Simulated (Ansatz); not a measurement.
# BeTe (F-43m) in Ansatz: further runs

One crystal, BeTe, is run at these levels: r2SCAN, rPW86-PBE+rVV10; tasks: elastic constants, single point, equation of state.

Program: Ansatz 0.2.0. These are calculated values, not measurements. Logs are shortened: lines on timing, memory, paths and dates and some standing lists are left out, and cuts for length are marked.

## 1. The crystal as given

Symmetry: F-43m, No. 216, cubic system. Conventional cell: a = 5.540 Å, b = 5.540 Å, c = 5.540 Å, α = 90.00°, β = 90.00°, γ = 90.00°. Te (site symmetry -43m) is surrounded by 4 Be at 2.40 Å. Be (site symmetry -43m) has 4 Te at 2.40 Å as nearest neighbours.

## 2. Elastic constants, r2SCAN

Contents of input.yaml:

```yaml
crystal:
  lattice:
    - [0.0, 2.77, 2.77]
    - [2.77, 0.0, 2.77]
    - [2.77, 2.77, 0.0]
  atoms:
    - { symbol: Te, position: [0.75, 0.75, 0.75] }
    - { symbol: Be, position: [0.0, 0.0, 0.0] }
hamiltonian:
  xc: r2scan
  pseudopotentials: { kind: paw }
kpoints:
  mp_grid: { grid: [7, 7, 7] }
scf:
  occupations: { method: fixed }
output:
  forces: true
  stress: true
elastic:
  mode: relaxed_ion
  stencil: two_point
```

Potentials or basis: Ansatz PAW.

Launch:

```console
> ansatz run input.yaml --threads 2 --pin off --max-ram 5120MiB --backend cpu --events-out ev --progress --plain --runs-dir out
```

The log of the run:

```text
Warning: RAYON_NUM_THREADS=2 ignored (pool sized by the plan → 2); use --threads N
Engine: ansatz 0.2.0, aarch64-unknown-linux-gnu
Pseudopotentials: kind: paw
Pseudopotential: Te, paw, valence charge 16, recommended cutoff 500 eV (meta_gga), Te.paw.azcp
Pseudopotential: Be, paw, valence charge 2, recommended cutoff 500 eV (meta_gga), Be.paw.azcp
Functional definition: r2SCAN
  parameter k0 = 0.174
  parameter k1 = 0.065
  parameter a1 = 4.9479
  exchange = r2scan_x(k0 = k0, k1 = k1, a1 = a1)
  correlation = r2scan_c
Crystal: 2 atoms, lattice volume = 42.508 Å³
Basis set: ecut = 500 eV, 1067 PW (Γ), exchange–correlation on 120×120×120 points (64 copies of the dense FFT grid, shifted against one another)
Bands: 13, of which v1, the nominal top of the filled ones, is band 9 counted from 1 (8 counted from 0)
Symmetry: 24 space group operations
Space group: F-43m (ITA 216), of the structure as read, at distance tolerance 3.5e-5 Å
k-points: 20 of 343 (time reversal used)
Non-local potential: Te, projectors of the file, l = 0: 2, l = 1: 2, l = 2: 2, l = 3: 2
Non-local potential: Be, projectors of the file, l = 0: 2, l = 1: 2, l = 2: 1
PAW form: soft (Blöchl's): semilocal exchange-correlation on the pseudo side does not see the compensation charge
PAW frozen core: Te, regenerated for the run's functional (the file was generated under x = pbe(κ = 0.804, μ = 0.2195149727645171), c = pbe(β = 0.06672455060314922))
PAW frozen core: Be, regenerated for the run's functional (the file was generated under x = pbe(κ = 0.804, μ = 0.2195149727645171), c = pbe(β = 0.06672455060314922))
PAW one-centre angular grid: Te, 590 points (default); XC on 160 Gauss nodes
PAW one-centre angular grid: Be, 302 points (default); XC on 255 of its mesh's 2635 points in the sphere
Initial density: superposition of atomic densities (neutral atoms: chi_scale 0, normalization atom), corrected by the library's trained network
Initial wavefunctions: pseudopotential atomic-orbital guess
Functional: x = r2scan, c = r2scan; τ floored in thin density (d = 2e-4 eV/Å³)
SCF iter   1: F=—  HF=-7089.017522 eV  |F-HF|=—  |Δ(HF+E_count)|=         —  Δρ=3.66e-3  dr2=8.70e-3  dr2_τ=1.97e-2  ethr=1.77e-3  ⟨swp⟩=4.8  Hψ=1397  notcnv=0  defer=30
preconditioner: auto → none  [insulator: Δε(μ)=2.221 eV  Ē_g=11.272 eV  n_scr=14 (ndim 8)  ℏωp=16.1 eV  f_vac=0.008  ε∞_Penn≈3.0]
SCF iter   2: F=—  HF=-7089.053030 eV  |F-HF|=—  |Δ(HF+E_count)|=   3.55e-2  Δρ=1.75e-3  dr2=9.73e-4  dr2_τ=2.94e-5  ethr=4.83e-5  ⟨swp⟩=3.0  Hψ=582  notcnv=0  defer=35
SCF iter   3: F=—  HF=-7089.053598 eV  |F-HF|=—  |Δ(HF+E_count)|=   5.68e-4  Δρ=5.84e-4  dr2=9.25e-5  dr2_τ=2.87e-6  ethr=5.40e-6  ⟨swp⟩=2.0  Hψ=469  notcnv=0  defer=35
SCF iter   4: F=—  HF=-7089.053652 eV  |F-HF|=—  |Δ(HF+E_count)|=   5.39e-5  Δρ=1.36e-4  dr2=3.98e-6  dr2_τ=1.06e-7  ethr=5.14e-7  ⟨swp⟩=2.0  Hψ=340  notcnv=0  defer=35
SCF iter   5: F=—  HF=-7089.053652 eV  |F-HF|=—  |Δ(HF+E_count)|=   1.42e-7  Δρ=2.59e-5  dr2=1.46e-7  dr2_τ=3.61e-9  ethr=2.21e-8  ⟨swp⟩=2.0  Hψ=322  notcnv=0  defer=19
SCF iter   6: F=—  HF=-7089.053652 eV  |F-HF|=—  |Δ(HF+E_count)|=   4.77e-7  Δρ=3.26e-6  dr2=3.50e-9  dr2_τ=4.59e-11  ethr=8.09e-10  ⟨swp⟩=2.7  Hψ=442  notcnv=0  defer=7
SCF iter   7: F=—  HF=-7089.053652 eV  |F-HF|=—  |Δ(HF+E_count)|=   5.89e-9  Δρ=3.99e-7  dr2=5.81e-11  dr2_τ=2.38e-12  ethr=1.95e-11  ⟨swp⟩=2.0  Hψ=340  notcnv=0  defer=7
SCF iter   8: F=—  HF=-7089.053652 eV  |F-HF|=—  |Δ(HF+E_count)|=  1.07e-10  Δρ=3.77e-8  dr2=8.18e-13  dr2_τ=7.28e-15  ethr=3.23e-13 (applied; sched 1.00e-12)  ⟨swp⟩=2.0  Hψ=341  notcnv=0  defer=7
[... 104 lines left out ...]
  E_kinetic    = 200.968234
  E_local      = -1327.578222  (includes V_loc(G=0)·N_el)
  E_nonlocal   = -305.299919
  E_hartree    = 840.976562
  E_xc         = -134.218484
  E_vxc        = -133.918436  (∫ρ·V_xc dr)
  E_paw        = -4748.258824  (= ΣΔE_a)
  E_vpaw       = -394.326496  (= ΣTr[D̂ρ^β])
  E_aug_tail   = -0.000032  (compensation charges beyond the density's cutoff)
  E_vtau       = 7.579614  (kinetic-family band-sum trace: ∫τ·v_τ [+ j·A + Jᵃ·Aᵃ] dr)
  E_ewald      = -1615.915793
  E_core_change = 0.272828  (= ΣΔE_core)
  E_smearing   = -0.000000  (= −TS)
  E_closure    = 0.000000  (closes the sum)
  Σ components = -7089.053652   (vs F -7089.053652, Δ=0.00e0)
--- Forces (eV/Å), atoms counted from 1 ---
  atom   1  Te    -0.00000000     0.00000000    -0.00000000
  atom   2  Be    -0.00000000     0.00000000     0.00000000
  max |Σ_I F_I| component: 3.19e-16 eV/Å
--- Stress (GPa, compression-positive) ---
        4.225222       0.000000      -0.000000
        0.000000       4.225222       0.000000
       -0.000000       0.000000       4.225222
  P = ⅓ Tr σ = 4.2252 GPa (42.252 kbar)
--- Band table (eV; the first three rows and the last of 20) ---
  k-point 0: bands = ["-29.2110", "-29.2110", "-29.2110", "-29.1886", "-29.1886", "-5.2061", "7.9393", "7.9393", "7.9393", "11.9122", "11.9122", "11.9122", "12.8304"]
  k-point 1: bands = ["-29.2104", "-29.2101", "-29.2101", "-29.1885", "-29.1885", "-4.9871", "6.2293", "7.6103", "7.6103", "12.0196", "12.3909", "12.3909", "14.2844"]
  k-point 2: bands = ["-29.2092", "-29.2083", "-29.2083", "-29.1881", "-29.1881", "-4.3967", "3.7668", "7.0619", "7.0619", "11.8007", "12.9546", "12.9546", "16.2804"]
  k-point 19: bands = ["-29.2086", "-29.2059", "-29.2020", "-29.1896", "-29.1865", "-3.0608", "2.8577", "3.6574", "4.9412", "12.3071", "14.4728", "14.9766", "15.4529"]
--- Elastic constants: 2 strain directions × 2 members + reference (group order 24) ---
  dense FFT box of the reference and of every strained cell: 30×30×30
  strains applied: 11, 23; error gains: componentwise 1.00 (the most a stress slope's error grows in a printed constant), spectral 1.73 (1 for all six strains in a standard setting)
  C = ∂σ_k/∂η_j (tension-positive GPa; Voigt order 11 22 33 23 13 12):
       119.599     53.305     53.305     -0.000      0.000      0.000
        53.305    119.599     53.305     -0.000      0.000     -0.000
        53.305     53.305    119.599     -0.000     -0.000      0.000
         0.000     -0.000      0.000     58.477     -0.000      0.000
         0.000      0.000      0.000      0.000     58.477     -0.000
        -0.000      0.000     -0.000      0.000     -0.000     58.477
  reference stress σ⁰ (GPa):     -4.225     -4.225     -4.225     -0.000      0.000      0.000
  C* (energy form; C + prestress term) asymmetry max|C*_kj − C*_jk| = 3.553e-14 GPa — a small one proves nothing (zero by symmetry where the batch's group is 432, −43m or m−3m); a large one is finite-difference/SCF noise where every solve meets its electron count
  moduli (Voigt/Reuss/Hill, GPa): K = 75.40/75.40/75.40   G = 48.35/44.79/46.57   E = 115.85   ν = 0.244
  mechanically stable: yes (min eigenvalue of sym C = 58.48 GPa)
  strain η (Voigt 11):  stress-route row diagonal C_11 = 119.60 GPa, energy-path curvature d²(F+E_count+ΔE)/dδ²/Ω₀ = 119.58 GPa
         δ    σ_11 (GPa)             F (eV)   n_scf  n_hpsi   n_pw
    -2.000e-3      -4.4650       -7089.0513470       7    8813   1087   relax 0 steps, max|allowed force component| 4.86e-17 eV/Å
     2.000e-3      -3.9866       -7089.0558325       5    7257   1094   relax 0 steps, max|allowed force component| 4.86e-17 eV/Å
  strain η (Voigt 23):  stress-route row diagonal C_44 = 58.48 GPa, energy-path curvature d²(F+E_count+ΔE)/dδ²/Ω₀ = 60.58 GPa
         δ    σ_23 (GPa)             F (eV)   n_scf  n_hpsi   n_pw
    -2.000e-3      -0.1170       -7089.0536204       2    7802   1091   relax 3 steps, max|allowed force component| 6.92e-8 eV/Å
     2.000e-3       0.1170       -7089.0536204       2    7796   1091   relax 2 steps, max|allowed force component| 2.17e-7 eV/Å
```

elastic.tsv:

```text
# convention: tension-positive GPa; Voigt order 11 22 33 23 13 12; engineering shear strains; stresses and constants hold the Pulay correction, whose part of sigma0, of c and of each member's stress the lines and columns named pulay_correction_..._gpa give (of c_energy it is that of c and, on the columns of strains 1 to 3, that of sigma0; of a layer's constants it is that of c in the plane, times a tenth of its plane spacing in ang); where a line pulay_correction_withheld stands none holds it
[... 15 lines left out ...]
6	-2.3569294513e-29	2.3569294515e-29	-5.6051938573e-45	8.0023458424e-47	-7.6080374184e-23	5.8477207756e1	4.6322223661e-17	4.6322223661e-17	4.6322223661e-17	8.0023458424e-47	-7.6080374184e-23	5.8477207756e1	4.4270941379e-32	-4.3982051874e-32	1.0947644253e-47	-9.6296497219e-35	-6.3722598537e-25	1.6400598279e-2
```

Wall time 29 s (2 threads of Arm Neoverse V1, shared host); peak memory 0.5 GiB.

What came out:

```yaml
Free_energy: -7089.0537 eV
Pressure: 4.2 GPa
Band_gap_on_the_k_mesh: 2.27 eV, indirect (least direct gap 3.97 eV)
Elastic_constants_C11_C12_C44: 120, 53, 58 GPa
Voigt_bulk_modulus: 75 GPa
```

Elastic tensor in Voigt notation (GPa, in the Cartesian axes of the cell as first typed):
```
120  53  53   0   0   0
 53 120  53   0   0   0
 53  53 120   0   0   0
  0   0   0  58   0   0
  0   0   0   0  58   0
  0   0   0   0   0  58
```

Caveat: the cell is more than 3 GPa from zero pressure, which shifts response properties; odd divisions of the mesh miss points on the zone boundary, where band edges often lie, so the gap on the mesh can be too wide; spin-orbit coupling is left out, which moves the levels of the heavy elements; the PAW data sets come from PBE, with cores solved anew for the run's functional, which leaves a small shift of forces and pressure. r2SCAN opens gaps a little over a GGA but as a rule still falls short of measured ones.

## 3. Single point, rPW86-PBE+rVV10, 19.98 Å³/atom (volume scaled by 0.94)

Contents of input.yaml:

```yaml
crystal:
  lattice:
    - [0.0, 2.7134535211, 2.7134535211]
    - [2.7134535211, 0.0, 2.7134535211]
    - [2.7134535211, 2.7134535211, 0.0]
  atoms:
    - { symbol: Te, position: [0.75, 0.75, 0.75] }
    - { symbol: Be, position: [0.0, 0.0, 0.0] }
hamiltonian:
  xc: { exchange: rpw86, correlation: pbe }
  pseudopotentials: { kind: paw }
  dispersion: rvv10
kpoints:
  mp_grid: { grid: [8, 8, 8] }
scf:
  occupations: { method: fermi_dirac, width: 0.05 }
output:
  forces: true
  stress: true
  eigenvalues: true
```

Potentials or basis: Ansatz PAW.

Launch:

```console
> ansatz run input.yaml --threads 2 --pin off --max-ram 5120MiB --backend cpu --events-out ev --progress --plain --runs-dir out
```

Wall time 1.4 s (2 threads of Arm Neoverse V1, shared host); peak memory 0.32 GiB.

The run converged. Its results:

- Free energy: -7121.4766 eV
- Pressure: 10.4 GPa
- Band gap on the k mesh: 1.70 eV, indirect (least direct gap 3.53 eV)

Caveat: spin-orbit coupling is left out, which moves the levels of the heavy elements; the PAW data sets come from PBE, with cores solved anew for the run's functional, which leaves a small shift of forces and pressure.

## 4. Single point, rPW86-PBE+rVV10, 20.40 Å³/atom (volume scaled by 0.96)

Changes to input.yaml since step 3:

```diff
@@ -2,5 +2,5 @@
   lattice:
-    - [0.0, 2.7134535211, 2.7134535211]
-    - [2.7134535211, 0.0, 2.7134535211]
-    - [2.7134535211, 2.7134535211, 0.0]
+    - [0.0, 2.7325629784, 2.7325629784]
+    - [2.7325629784, 0.0, 2.7325629784]
+    - [2.7325629784, 2.7325629784, 0.0]
   atoms:
```

Launch:

```console
> ansatz run input.yaml --threads 2 --pin off --max-ram 5120MiB --backend cpu --events-out ev --progress --plain --runs-dir out
```

Run time: 1.4 s. Hardware: 2 threads of Arm Neoverse V1, shared host; peak memory 0.33 GiB.

It converged, with:

- Free energy: -7121.5264 eV
- Pressure: 8.4 GPa
- Band gap on the k mesh: 1.75 eV, indirect (least direct gap 3.55 eV)

Caveat: spin-orbit coupling is left out, which moves the levels of the heavy elements; the PAW data sets come from PBE, with cores solved anew for the run's functional, which leaves a small shift of forces and pressure.

## 5. Single point, rPW86-PBE+rVV10, 20.83 Å³/atom (volume scaled by 0.98)

Changes to input.yaml since step 4:

```diff
@@ -2,5 +2,5 @@
   lattice:
-    - [0.0, 2.7325629784, 2.7325629784]
-    - [2.7325629784, 0.0, 2.7325629784]
-    - [2.7325629784, 2.7325629784, 0.0]
+    - [0.0, 2.7514088358, 2.7514088358]
+    - [2.7514088358, 0.0, 2.7514088358]
+    - [2.7514088358, 2.7514088358, 0.0]
   atoms:
@@ -20 +20,5 @@
   eigenvalues: true
+  write_density: true
+  write_potential: true
+  elf: true
+  volumetric_format: npy
```

Launch:

```console
> ansatz run input.yaml --threads 2 --pin off --max-ram 5120MiB --backend cpu --events-out ev --progress --plain --runs-dir out
```

It took 1.8 s on 2 threads of Arm Neoverse V1, shared host; peak memory 0.33 GiB.

It converged, with:

- Free energy: -7121.5664 eV
- Pressure: 6.7 GPa
- Band gap on the k mesh: 1.80 eV, indirect (least direct gap 3.57 eV)

Caveat: spin-orbit coupling is left out, which moves the levels of the heavy elements; the PAW data sets come from PBE, with cores solved anew for the run's functional, which leaves a small shift of forces and pressure.

## 6. Single point, rPW86-PBE+rVV10, 21.25 Å³/atom

Changes to input.yaml since step 5:

```diff
@@ -2,5 +2,5 @@
   lattice:
-    - [0.0, 2.7514088358, 2.7514088358]
-    - [2.7514088358, 0.0, 2.7514088358]
-    - [2.7514088358, 2.7514088358, 0.0]
+    - [0.0, 2.77, 2.77]
+    - [2.77, 0.0, 2.77]
+    - [2.77, 2.77, 0.0]
   atoms:
```

Potentials or basis: Ansatz PAW.

Launch:

```console
> ansatz run input.yaml --threads 2 --pin off --max-ram 5120MiB --backend cpu --events-out ev --progress --plain --runs-dir out
```

Wall time 1.8 s (2 threads of Arm Neoverse V1, shared host); peak memory 0.33 GiB.

It converged, with:

| Item | Value |
| --- | --- |
| Free energy | -7121.5976 eV |
| Pressure | 5.1 GPa |
| Band gap on the k mesh | 1.84 eV, indirect (least direct gap 3.59 eV) |

Caveat: spin-orbit coupling is left out, which moves the levels of the heavy elements; the PAW data sets come from PBE, with cores solved anew for the run's functional, which leaves a small shift of forces and pressure.

## 7. Single point, rPW86-PBE+rVV10, 21.68 Å³/atom (volume scaled by 1.02)

Changes to input.yaml since step 6:

```diff
@@ -2,5 +2,5 @@
   lattice:
-    - [0.0, 2.77, 2.77]
-    - [2.77, 0.0, 2.77]
-    - [2.77, 2.77, 0.0]
+    - [0.0, 2.7883449055, 2.7883449055]
+    - [2.7883449055, 0.0, 2.7883449055]
+    - [2.7883449055, 2.7883449055, 0.0]
   atoms:
```

Launch:

```console
> ansatz run input.yaml --threads 2 --pin off --max-ram 5120MiB --backend cpu --events-out ev --progress --plain --runs-dir out
```

Run time: 1.8 s. Hardware: 2 threads of Arm Neoverse V1, shared host; peak memory 0.33 GiB.

Results (log left out):

- Free energy: -7121.6207 eV
- Pressure: 3.6 GPa
- Band gap on the k mesh: 1.89 eV, indirect (least direct gap 3.60 eV)

Caveat: spin-orbit coupling is left out, which moves the levels of the heavy elements; the PAW data sets come from PBE, with cores solved anew for the run's functional, which leaves a small shift of forces and pressure.

## 8. Single point, rPW86-PBE+rVV10, 22.10 Å³/atom (volume scaled by 1.04)

Changes to input.yaml since step 7:

```diff
@@ -2,5 +2,5 @@
   lattice:
-    - [0.0, 2.7883449055, 2.7883449055]
-    - [2.7883449055, 0.0, 2.7883449055]
-    - [2.7883449055, 2.7883449055, 0.0]
+    - [0.0, 2.8064515486, 2.8064515486]
+    - [2.8064515486, 0.0, 2.8064515486]
+    - [2.8064515486, 2.8064515486, 0.0]
   atoms:
```

Launch:

```console
> ansatz run input.yaml --threads 2 --pin off --max-ram 5120MiB --backend cpu --events-out ev --progress --plain --runs-dir out
```

Wall time 1.9 s (2 threads of Arm Neoverse V1, shared host); peak memory 0.34 GiB.

Results (log left out):

- Free energy: -7121.6364 eV
- Pressure: 2.3 GPa
- Band gap on the k mesh: 1.93 eV, indirect (least direct gap 3.62 eV)

Caveat: spin-orbit coupling is left out, which moves the levels of the heavy elements; the PAW data sets come from PBE, with cores solved anew for the run's functional, which leaves a small shift of forces and pressure.

## 9. Single point, rPW86-PBE+rVV10, 22.53 Å³/atom (volume scaled by 1.06)

Changes to input.yaml since step 8:

```diff
@@ -2,5 +2,5 @@
   lattice:
-    - [0.0, 2.8064515486, 2.8064515486]
-    - [2.8064515486, 0.0, 2.8064515486]
-    - [2.8064515486, 2.8064515486, 0.0]
+    - [0.0, 2.8243275181, 2.8243275181]
+    - [2.8243275181, 0.0, 2.8243275181]
+    - [2.8243275181, 2.8243275181, 0.0]
   atoms:
@@ -20,5 +20 @@
   eigenvalues: true
-  write_density: true
-  write_potential: true
-  elf: true
-  volumetric_format: npy
```

Potentials or basis: Ansatz PAW.

Launch:

```console
> ansatz run input.yaml --threads 2 --pin off --max-ram 5120MiB --backend cpu --events-out ev --progress --plain --runs-dir out
```

Run time: 1.4 s. Hardware: 2 threads of Arm Neoverse V1, shared host; peak memory 0.33 GiB.

It converged, with:

| Property | Result |
| --- | --- |
| Free energy | -7121.6454 eV |
| Pressure | 1.1 GPa |
| Band gap on the k mesh | 1.97 eV, indirect (least direct gap 3.63 eV) |

Caveat: spin-orbit coupling is left out, which moves the levels of the heavy elements; the PAW data sets come from PBE, with cores solved anew for the run's functional, which leaves a small shift of forces and pressure.

## 10. Equation of state, rPW86-PBE+rVV10

This step only gathers the single runs of the series.

Results:

| Item | Value |
| --- | --- |
| Equilibrium volume | 22.96 Å³/atom (rough: see the caveat) |
| Bulk modulus | 57 GPa (rough) |

Energy against volume, from the lowest point:
| volume (Å³/atom) | energy (meV/atom) |
| --- | --- |
| 19.979 | 84.43 |
| 20.404 | 59.53 |
| 20.829 | 39.51 |
| 21.254 | 23.92 |
| 21.679 | 12.38 |
| 22.104 | 4.52 |
| 22.529 | 0.00 |

Caveat: the potentials were made for another functional, which shifts forces and pressure; the minimum lies outside the volumes run. The run has no spin-orbit coupling, so splittings on Te are missing.
